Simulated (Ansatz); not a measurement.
# CdIn2O4 — ¹⁷O NMR of the central transition

Cell: an entry of the Crystallography Open Database (COD), atoms as given.

Space group Fd-3m:1 (No. 227); a = 9.1660 Å.

```
site  Wyckoff  site symmetry       x       y       z
  Cd       8a           -43m  0.5000  0.5000  0.0000
  In      16d           .-3m  0.1250  0.1250  0.6250
   O      32e            .3m  0.3650  0.3650  0.8650
```

One atom of each set is listed; the run and its k-mesh use a cell of 14 atoms with edges of 6.48, 6.48, 6.48 Å.

Computed with Ansatz: DFT, PBE, plane waves and PAW, scalar-relativistic, 420 eV cutoff, Γ-centred 4×4×4 k-points, Fermi–Dirac smearing 0.02 eV.

¹⁷O has I = 5/2 and Q = -25.58 mb (Pyykkö 2018); at 9.4 T its Larmor frequency is ν₀ = 54.3 MHz. Only the quadrupole interaction is simulated: positions count from each site's isotropic chemical shift, and J coupling is left out, as are shift anisotropy and dipolar coupling, which fast spinning averages.

Task: Simulate the second-order pattern (fast magic-angle spinning, Gaussian broadening 0.01 kHz) of site O (1 Cd at 2.14 Å, 3 In at 2.20 Å).

Result: The calculation gives C_Q = -1.28 MHz and η = 0.00, so ν_Q = 0.192 MHz and the centre of gravity lies at -3.34 ppm (-0.181 kHz).

```csv
offset (kHz),height
-0.4717,0
-0.4578,1
-0.4440,4
-0.4301,4
-0.4162,4
-0.4023,4
-0.3884,5
-0.3745,4
-0.3606,5
-0.3467,5
-0.3328,5
-0.3189,5
-0.3050,5
-0.2911,23
-0.2773,76
-0.2634,46
-0.2495,38
-0.2356,34
-0.2217,31
-0.2078,30
-0.1939,30
-0.1800,30
-0.1661,30
-0.1522,31
-0.1383,33
-0.1245,35
-0.1106,39
-0.0967,46
-0.0828,61
-0.0689,100
-0.0550,12
-0.0411,0
```

An axis of threefold or higher order runs through O, so V_zz lies along it and η is zero.

At this cell the PBE pressure is 6 GPa, so with PBE the cell would grow if it were relaxed. The largest force is 0.8 eV/Å, so the atoms aren't at the calculated equilibrium and relaxing them would move these values. Without spin–orbit coupling (the program notes it for Cd and In) the gradients can shift somewhat, as the gap is small.
